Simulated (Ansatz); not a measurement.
LiI:
Space group Fm-3m (No. 225); a = b = c = 6.0188 Å, α = β = γ = 90.00°

| atom | site | symmetry | x | y | z |
|---|---|---|---|---|---|
| Li | 4a | m-3m | 0.0000 | 0.0000 | 0.0000 |
| I | 4b | m-3m | 0.5000 | 0.5000 | 0.5000 |
(The calculation used a cell of 2 atoms; values per cell refer to that cell.)

Relaxed with r²SCAN.

Q: Give the optical modes at the zone centre with their infrared and Raman activity from DFPT, r²SCAN in the plane-wave PAW code Ansatz.

A: Transverse frequencies, without the LO–TO term; a row sums one degenerate level.

```
ω (cm⁻¹)  degeneracy  IR ((D/Å)²/amu)  Raman (Å⁴/amu)  activity  symmetry
--------  ----------  ---------------  --------------  --------  --------
125                3            17.86               0        IR       T1u
```

Q: How high does the top mode go among those that the LO–TO term moves?

A: 277 cm⁻¹ for q along x.

The cell was relaxed with r²SCAN under the symmetry of its start; phonons on a q-mesh show no instability. Spin–orbit coupling is left out wherever it is not named.

Potentials: the later of the program's two PAW sets.
